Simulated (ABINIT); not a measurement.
# PbSe (Clausthalite) (Fm-3m) in ABINIT: notebook, part 2 of 2

ABINIT 10.8.3 (patched build). Earlier steps stand in the parts before.

### 5 Band structure, BLYP

File run.abi:

```
# Datasets: ground state, then fixed potential
ndtset 2

# Pseudopotentials
pp_dirpath "./"
pseudos "Pb.GGA_PBE-JTH_sp.xml, Se.GGA_PBE-JTH.xml"

# Structure
acell 8.1795146323 8.1795146323 8.1795146323
rprim
     0.0000000000     0.7071067812     0.7071067812
     0.7071067812     0.0000000000     0.7071067812
     0.7071067812     0.7071067812     0.0000000000
ntypat 2
znucl 82 34
natom 2
typat 1 2
xred
     0.0000000000     0.0000000000     0.0000000000
     0.5000000000     0.5000000000     0.5000000000

# Plane-wave basis
ecut 15.0
pawecutdg 30.0

# Exchange and correlation
ixc -106131

# Bands and occupations
occopt 3
tsmear 0.05 eV

# SCF cycle
nstep 100

# Output
iomode 3
prtwf 0
prteig 0
prtebands 0
prtden1 1

# Dataset 1
kptopt1 1
ngkpt1 8 8 8
nshiftk1 1
shiftk1 0.0 0.0 0.0
nband1 9
tolvrs1 1.0e-9

# Dataset 2: bands along G-X-W-K-G-L-U-W-L-K
iscf2 -2
getden2 1
nband2 13
nbdbuf2 2
tolwfr2 1.0e-12
kptopt2 -9
ndivsm2 8
prteig2 1
prtvol2 -3
kptbounds2
     0.0000000000     0.0000000000     0.0000000000
     0.5000000000     0.0000000000     0.5000000000
     0.5000000000     0.2500000000     0.7500000000
     0.3750000000     0.3750000000     0.7500000000
     0.0000000000     0.0000000000     0.0000000000
     0.5000000000     0.5000000000     0.5000000000
     0.6250000000     0.2500000000     0.6250000000
     0.5000000000     0.2500000000     0.7500000000
     0.5000000000     0.5000000000     0.5000000000
     0.3750000000     0.3750000000     0.7500000000
```

Potentials or basis: JTH PAW PBE v2.0 sp.

Started as:

```
abinit run.abi > log 2>&1
```

run.abo:

```text
.Version 10.8.3 of ABINIT
 DATASET    1 : space group Fm -3 m (#225); Bravais cF (face-center cubic)
================================================================================
 Values of the parameters that define the memory need for DATASET  1.
     intxc =       0    ionmov =       0      iscf =      17    lmnmax =      13
     lnmax =       5     mgfft =      30  mpssoang =       3    mqgrid =    3001
     natom =       2  nloc_mem =       2    nspden =       1   nspinor =       1
    nsppol =       1      nsym =      48    n1xccc =       1    ntypat =       2
    occopt =       3   xclevel =       2
       mpw =        1084          nfft =       27000          nkpt =          29
 PAW method is used; the additional fine FFT grid is defined by:
   mgfftf=        45    nfftf =     91125
================================================================================
================================================================================

 DATASET    2 : space group Fm -3 m (#225); Bravais cF (face-center cubic)
================================================================================
 Values of the parameters that define the memory need for DATASET  2.
     intxc =       0    ionmov =       0      iscf =      -2    lmnmax =      13
     lnmax =       5     mgfft =      30  mpssoang =       3    mqgrid =    3001
     natom =       2  nloc_mem =       2    nspden =       1   nspinor =       1
    nsppol =       1      nsym =      48    n1xccc =       1    ntypat =       2
    occopt =       3   xclevel =       2
       mpw =        1088          nfft =       27000          nkpt =         139
 PAW method is used; the additional fine FFT grid is defined by:
   mgfftf=        45    nfftf =     91125
================================================================================
================================================================================

--------------------------------------------------------------------------------
------------- Echo of variables that govern the present computation ------------
--------------------------------------------------------------------------------
 -outvars: echo values of preprocessed input variables --------
            acell      8.1795146323E+00  8.1795146323E+00  8.1795146323E+00 Bohr
[... 1168 lines left out ...]
              =  4.328412736724  4.328412736724  4.328412736724 angstroms
 Eigenvalues (hartree) for nkpt= 139  k points:
 kpt#   1, nband= 13, wtk=  1.00000, kpt=  0.0000  0.0000  0.0000 (reduced coord)
  -0.47755   -0.21495   -0.04427   -0.04427   -0.04427    0.19320    0.19320    0.19320
   0.26001    0.26001    0.26001    0.31921    0.31921
 kpt#   2, nband= 13, wtk=  1.00000, kpt=  0.0217  0.0000  0.0217 (reduced coord)
  -0.47737   -0.21555   -0.04454   -0.04454   -0.04321    0.18939    0.19292    0.19292
   0.25888    0.26113    0.26113    0.31934    0.32108
 kpt#   3, nband= 13, wtk=  1.00000, kpt=  0.0435  0.0000  0.0435 (reduced coord)
  -0.47684   -0.21729   -0.04535   -0.04535   -0.04011    0.17915    0.19218    0.19218
   0.25570    0.26437    0.26437    0.31975    0.32495
 kpt#   4, nband= 13, wtk=  1.00000, kpt=  0.0652  0.0000  0.0652 (reduced coord)
  -0.47596   -0.22002   -0.04667   -0.04667   -0.03523    0.16485    0.19119    0.19119
   0.25098    0.26948    0.26948    0.32041    0.32844
 kpt#   5, nband= 13, wtk=  1.00000, kpt=  0.0870  0.0000  0.0870 (reduced coord)
  -0.47474   -0.22352   -0.04846   -0.04846   -0.02898    0.14858    0.19024    0.19024
   0.24525    0.27610    0.27610    0.32134    0.33131
 kpt#   6, nband= 13, wtk=  1.00000, kpt=  0.1087  0.0000  0.1087 (reduced coord)
  -0.47319   -0.22754   -0.05069   -0.05069   -0.02195    0.13191    0.18952    0.18952
[... 386 lines left out ...]
  -0.43215   -0.28769   -0.12140   -0.06320   -0.04625    0.12056    0.14017    0.20033
   0.27077    0.34678    0.35737    0.38580    0.39327
 kpt# 136, nband= 13, wtk=  1.00000, kpt=  0.4018  0.4018  0.6964 (reduced coord)
  -0.43136   -0.28497   -0.12891   -0.06687   -0.05156    0.12914    0.14765    0.20895
   0.26243    0.35138    0.35860    0.38337    0.39184
 kpt# 137, nband= 13, wtk=  1.00000, kpt=  0.3929  0.3929  0.7143 (reduced coord)
  -0.43071   -0.28233   -0.13504   -0.07024   -0.05638    0.13693    0.15481    0.21593
   0.25445    0.35640    0.36046    0.38116    0.39020
 kpt# 138, nband= 13, wtk=  1.00000, kpt=  0.3839  0.3839  0.7321 (reduced coord)
  -0.43026   -0.27988   -0.13962   -0.07327   -0.06071    0.14381    0.16155    0.22127
   0.24694    0.36109    0.36289    0.37958    0.38831
 kpt# 139, nband= 13, wtk=  1.00000, kpt=  0.3750  0.3750  0.7500 (reduced coord)
  -0.43006   -0.27767   -0.14251   -0.07592   -0.06455    0.14973    0.16781    0.22482
   0.24009    0.36477    0.36578    0.37911    0.38616

== END DATASET(S) ==============================================================
================================================================================

 -outvars: echo values of variables after computation  --------
            acell      8.1795146323E+00  8.1795146323E+00  8.1795146323E+00 Bohr
           etotal1    -1.3279684173E+01
            fcart1    -0.0000000000E+00 -0.0000000000E+00 -0.0000000000E+00
                      -0.0000000000E+00 -0.0000000000E+00 -0.0000000000E+00
            rprim      0.0000000000E+00  7.0710678120E-01  7.0710678120E-01
                       7.0710678120E-01  0.0000000000E+00  7.0710678120E-01
                       7.0710678120E-01  7.0710678120E-01  0.0000000000E+00
           strten1    -2.0324359972E-04 -2.0324359972E-04 -2.0324359972E-04
                       0.0000000000E+00  0.0000000000E+00  0.0000000000E+00
           xangst      0.0000000000E+00  0.0000000000E+00  0.0000000000E+00
                       3.0606499980E+00  3.0606499980E+00  3.0606499980E+00
             xred      0.0000000000E+00  0.0000000000E+00  0.0000000000E+00
                       5.0000000000E-01  5.0000000000E-01  5.0000000000E-01
 Calculation completed.
```

Run time: 37 s. Hardware: 1 thread of Arm Neoverse V2, shared host; peak memory 0.13 GiB.

What came out:

| Quantity | Value |
| --- | --- |
| Free energy | -361.3586 eV |
| Pressure | 6.0 GPa |
| Band gap on the k mesh | 0.42 eV, direct |
| Band gap along the path | 0.42 eV, direct |
| Valence electrons inside the program's atomic spheres | Pb 2.54; Se 3.95 |

Levels at the corners of the path, in eV from the valence-band top:
| point | band 1 | band 2 | band 3 | band 4 | band 5 | band 6 | band 7 | band 8 | band 9 | band 10 |
| --- | --- | --- | --- | --- | --- | --- | --- | --- | --- | --- |
| Γ | -13.58 | -6.44 | -1.79 | -1.79 | -1.79 | 4.67 | 4.67 | 4.67 | 6.49 | 6.49 |
| X | -12.33 | -7.53 | -4.86 | -3.14 | -3.14 | 4.00 | 5.58 | 5.58 | 6.09 | 9.08 |
| W | -12.25 | -8.13 | -4.13 | -4.13 | -0.76 | 1.89 | 5.11 | 5.11 | 7.58 | 7.58 |
| K | -12.29 | -8.14 | -4.47 | -2.65 | -2.34 | 3.49 | 3.98 | 5.53 | 5.95 | 9.34 |
| Γ | -13.58 | -6.44 | -1.79 | -1.79 | -1.79 | 4.67 | 4.67 | 4.67 | 6.49 | 6.49 |
| L | -12.52 | -8.87 | -1.42 | -1.42 | 0.00 | 0.42 | 1.71 | 1.71 | 8.28 | 9.34 |
| U | -12.29 | -8.14 | -4.47 | -2.65 | -2.34 | 3.49 | 3.98 | 5.53 | 5.95 | 9.34 |
| W | -12.25 | -8.13 | -4.13 | -4.13 | -0.76 | 1.89 | 5.11 | 5.11 | 7.58 | 7.58 |
| L | -12.52 | -8.87 | -1.42 | -1.42 | 0.00 | 0.42 | 1.71 | 1.71 | 8.28 | 9.34 |
| K | -12.29 | -8.14 | -4.47 | -2.65 | -2.34 | 3.49 | 3.98 | 5.53 | 5.95 | 9.34 |

Caveat: the PAW data sets were made with another functional, which shifts forces and pressure a little; spin-orbit coupling is left out, which as a rule narrows the gap of such compounds by several tenths of an eV; this set keeps more shells in the core, which shifts pressures and gaps.

### 6 Comparison with measurements

Step 4. The cell as given is a measured one (28.67 Å³/atom); PBE puts the equilibrium volume +5.0 % from it, thermal expansion not counted.

Step 5. A measured gap of PbSe is 0.28 eV (direct; 300 K; a printed reference work, monograph); the calculated 0.42 eV misses it by +0.14 eV. 2 values of this kind are on record (0.15 to 0.28 eV); this one was drawn at random. Spin-orbit coupling on Pb, Se is left out. The value is that of BLYP, without temperature or zero-point motion.
